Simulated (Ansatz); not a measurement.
Relaxed bulk AlRu:

```xyz
2
Lattice="2.9826 0.0000 0.0000 0.0000 2.9826 0.0000 0.0000 0.0000 2.9826" Properties=species:S:1:pos:R:3 pbc="T T T"
Al    0.0000    0.0000    0.0000
Ru    1.4913    1.4913    1.4913
```

Miller indices refer to the conventional cell of Pm-3m (No. 221), a = 2.983 Å, b = 2.983 Å, c = 2.983 Å, α = 90.00°, β = 90.00°, γ = 90.00°.

The (100) slab of 9 planes, 11.9 Å thick with 15 Å of vacuum as cut; outer planes Ru (top) and Ru (bottom).

The calculation used Ansatz, DFT r2SCAN, scalar-relativistic, plane waves, PAW. Plane waves to 500 eV, a k mesh through Γ of 12×12×1 on the computed 9-atom cell and Gaussian smearing (0.10 eV); no spin polarisation. The cell repeats along c with a dipole correction in the vacuum.

The slab isn't stoichiometric (Al4Ru5), so its surface energy depends on the chemical potentials; it is given with the excess atoms taken from the element's standard state, a limit at which the compound may itself be unstable, so the figure can be too low.

With the atoms at the bulk's places:

```
Surface energy with the excess atoms taken from the elements : 3.88 J/m²
Work function                                                : 4.20 eV
```

Q: What changes when all atoms relax within this surface cell and its symmetry?

A: The energy falls by 0.061 J/m² a face, and the largest move is 0.12 Å.

| Quantity | Value |
| --- | --- |
| Surface energy with the excess atoms taken from the elements | 3.82 J/m² |
| Work function | 4.16 eV |

```csv
plane (bottom to top),atoms,"spacing to next, bulk (Å)",relaxed (Å),change (%)
1,Ru,1.491,1.412,-5.3
2,Al,1.491,1.454,-2.5
3,Ru,1.491,1.511,+1.3
4,Al,1.491,1.469,-1.5
5,Ru,1.491,1.469,-1.5
6,Al,1.491,1.511,+1.3
7,Ru,1.491,1.454,-2.5
8,Al,1.491,1.412,-5.3
9,Ru,,,
```